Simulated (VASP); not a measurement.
NaH:

```
Na H
1.0
     3.22249    0.00000    0.00000
     0.00000    2.06421    2.68853
     0.00000   -2.06421    2.68853
Na H
1 1
Direct
  0.50000 0.58068 0.58068
  0.50000 0.19972 0.19972
```

The cell was built by a generator and needn't be a form met in nature.

The cell isn't the ideal one: random cell by space group and Wyckoff sites (Amm2, No. 38).

```yaml
Program: VASP 6.6.1
Task: relaxation of cell and atoms
Functional: PBE
Potentials_or_basis: VASP PAW PBE potentials, release 64 (Na_pv, H)
Cutoff: 600 eV
k_mesh: 6 × 6 × 6
Occupations: gaussian, width 0.1 eV
Spin: no spin polarisation
```

At the start: pressure 1.8 GPa; volume 17.88 Å³/atom.

Problem. Where does the relaxation end?

Solution. Over 22 steps the energy falls by 76.4 meV/atom and the volume is 27.09 Å³/atom (+51.5 %); space group P-6m2 (No. 187, to 0.05 Å).

The path:
```
step  energy change (eV)  largest force (eV/Å)  pressure (GPa)  volume (Å³)
   1              0.0000                0.2299            1.78        35.77
   2             -0.0297                0.1074            1.37        36.80
   3             -0.0722                0.1450            0.73        39.78
   4             -0.0750                0.1976            0.69        40.71
   5             -0.0920                0.1578            0.44        42.15
   6             -0.1167                0.0302           -0.11        46.59
   7             -0.1176                0.0063           -0.18        47.68
   8             -0.1259                0.0185            0.12        48.44
   9             -0.1280                0.0470            0.42        49.04
  10             -0.1347                0.0947            0.13        51.39
  11             -0.1376                0.1190            0.04        52.99
  12             -0.1393                0.1543           -0.28        56.22
  13             -0.1395                0.1463           -0.13        55.03
  14             -0.1456                0.0670           -0.30        56.81
  15             -0.1463                0.0260           -0.36        57.57
  16             -0.1493                0.0104           -0.02        56.16
  17             -0.1493                0.0058           -0.02        56.17
  18             -0.1509                0.0071           -0.05        55.69
  19             -0.1517                0.0188           -0.09        55.24
  20             -0.1512                0.0389           -0.10        54.32
  21             -0.1519                0.0302           -0.12        54.99
  22             -0.1529                0.0088           -0.09        54.19
```

Final structure:
```yaml
crystal:
  lattice:
    - [4.52377, 0.00000, 0.00000]
    - [0.00000, 1.85205, 3.23389]
    - [0.00000, -1.85205, 3.23389]
  atoms:
    - { symbol: Na, position: [0.50000, 0.55609, 0.55609] }
    - { symbol: H, position: [0.50000, 0.22430, 0.22430] }
```

Caveat: the volume moved by over 15 % at a fixed basis, so the end points are rough.
